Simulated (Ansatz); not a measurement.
# Step by step: CdO, relaxation of cell and atoms

Level of theory: DFT, PBE, PAW with Ansatz's default frozen-core files, scalar-relativistic (Ansatz 0.2.0).

Command: `ansatz run input.yaml --threads 1 --pin off --max-ram 2048MiB --backend cpu --events-out ev --progress --plain --runs-dir out` The run took 22 s on 1 thread of Intel(R) Xeon(R) Platinum 8259CL CPU @ 2.50GHz (Skylake/Cascade Lake), on a shared host.

```yaml
crystal:
  lattice:
    - [0.0, 2.2322827293, 2.2322827293]
    - [2.2322827293, 0.0, 2.2322827293]
    - [2.2322827293, 2.2322827293, 0.0]
  atoms:
    - { symbol: Cd, position: [0.0, 0.0, 0.0] }
    - { symbol: O, position: [0.5, 0.5, 0.5] }
kpoints:
  mp_grid: { grid: [16, 16, 16] }
scf:
  occupations: { method: fermi_dirac, width: 0.08 }
hamiltonian:
  xc: pbe
  pseudopotentials: { kind: paw }
output:
  forces: true
  stress: true
relax:
  f_tol: 0.005
  max_steps: 80
  cell: {}
```

The cell is built from the rocksalt type as a first guess.

The cutoff is 420 eV; energies and pressures of the walk include the program's estimate of the Pulay term.

Each frame lists the cell vectors (Å), then Cartesian positions (Å); symmetry keeps all forces zero. Free energies count from the first step, -8820.9439 eV.

The walk took 8 evaluations in all; steps that aren't listed are left out.

Step 1: E = 0.0 meV, P = 39.70 GPa

```
cell 0.0000 2.2323 2.2323 2.2323 0.0000 2.2323 2.2323 2.2323 0.0000
Cd    0.0000    0.0000    0.0000
O     2.2323    2.2323    2.2323
```

Step 2: E = -440.3 meV, P = 6.55 GPa

```
cell 0.0000 2.3411 2.3411 2.3411 0.0000 2.3411 2.3411 2.3411 0.0000
Cd    0.0000    0.0000    0.0000
O     2.3411    2.3411    2.3411
```

Step 3: E = -457.4 meV, P = 1.47 GPa

```
cell 0.0000 2.3652 2.3652 2.3652 0.0000 2.3652 2.3652 2.3652 0.0000
Cd    0.0000    0.0000    0.0000
O     2.3652    2.3652    2.3652
```

Step 4: E = -457.8 meV, P = -0.05 GPa

```
cell 0.0000 2.3731 2.3731 2.3731 0.0000 2.3731 2.3731 2.3731 0.0000
Cd    0.0000    0.0000    0.0000
O     2.3731    2.3731    2.3731
```

Step 5: E = -495.6 meV, P = 1.80 GPa (the cell of the step before, solved again on a basis chosen afresh, hence the jump)

**Question.** How does the relaxation end?

**Answer.** It converges, with a = 4.768 Å, b = 4.768 Å, c = 4.768 Å, α = 90.00°, β = 90.00°, γ = 90.00° (conventional cell, space group Fm-3m). The last solve (on a basis chosen afresh for the final cell, so its energy is not quite comparable) gives E = -497.6 meV, P = 0.01 GPa:
```
cell 0.0000 2.3840 2.3840 2.3840 0.0000 2.3840 2.3840 2.3840 0.0000
Cd    0.0000    0.0000    0.0000
O     2.3840    2.3840    2.3840
```
